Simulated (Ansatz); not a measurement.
V2O5: what each run costs

Cell: 14 atoms, space group Pmn2_1, a = 11.544 Å, b = 4.383 Å, c = 3.571 Å, α = 90.00°, β = 90.00°, γ = 90.00°.

All runs are DFT with Ansatz 0.2.0 on 1 thread of Intel Xeon Platinum 8488C (Sapphire Rapids) (x86_64; 16 cores open to the job, memory cap 3.0 GiB, no GPU), a shared host.

Task: Rank the runs by wall time, shortest first.
A. relaxation of the ions, PBE, gradients read without the response of the cores, 420 eV, 2×5×6 k-points, smearing 0.02 eV
B. single point at relaxed positions, r2SCAN, gradients read without the response of the cores, 500 eV, 2×5×6 k-points, smearing 0.02 eV
C. single point, PBE, gradients read without the response of the cores, 420 eV, 2×5×6 k-points, smearing 0.02 eV
D. single point at relaxed positions, PBE, gradients read without the response of the cores, 300 eV, 2×5×6 k-points, smearing 0.02 eV

Result: D (17 s, 0.47 GiB), C (26 s, 0.55 GiB), B (47 s, 0.81 GiB), A (94 s, 0.62 GiB).
